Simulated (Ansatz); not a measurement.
HgSe under changes of volume

One of the cells (28.067 Å³/atom); the others are scaled copies at fixed shape and fractional positions:

```
CELL_PARAMETERS angstrom
0.00000 3.03900 3.03900
3.03900 0.00000 3.03900
3.03900 3.03900 0.00000
ATOMIC_POSITIONS crystal
Hg 0.00000 0.00000 0.00000
Se 0.75000 0.75000 0.75000
```

| Property | Result |
| --- | --- |
| Program | Ansatz 0.2.0 |
| Functional | CAM-B3LYP |
| Potentials or basis | Ansatz PAW |
| Cutoff | 420 eV (not typed: the program's choice for these potentials) |
| k mesh | 4 × 4 × 4 |
| Occupations | fermi-dirac, width 0.05 eV |
| Spin | no spin polarisation |

```csv
volume (Å³/atom),energy over the lowest point (meV/atom),pressure (GPa),gap on the mesh (eV)
26.383,78.93,8.4,2.37
26.944,?,?,?
27.505,32.24,5.0,2.27
28.067,17.43,3.5,2.21
28.628,7.42,2.2,2.16
29.189,1.77,1.0,2.11
29.751,0.00,0.0,2.06
```

Task: What does the run at 26.944 Å³/atom give?

Result: Energy over the lowest point 52.58 meV/atom; pressure 6.6 GPa; gap on the mesh 2.32 eV.

Worked out: A Birch-Murnaghan fit of order 3 (a polynomial in V^(-2/3)) to the other rows has its minimum at 29.75 Å³/atom with B0 = V·E''(V) = 52 GPa and B' = 5.0. It gives 52.54 meV/atom at 26.944 Å³/atom, against the run's 52.58, and -dE/dV = 6.6 GPa, against 6.6. A straight line through the other rows of the gap, of slope -2.6 eV per unit of ln V (its deformation potential), gives 2.32 eV, against the run's 2.32.

Energies are extrapolated to zero smearing.

Caveats: all runs use coarse meshes; spin-orbit coupling is left out, which moves the levels of the heavy elements; the PAW data sets come from PBE, with cores solved anew for the run's functional, which leaves a small shift of forces and pressure; the thresholds are loose for stress.
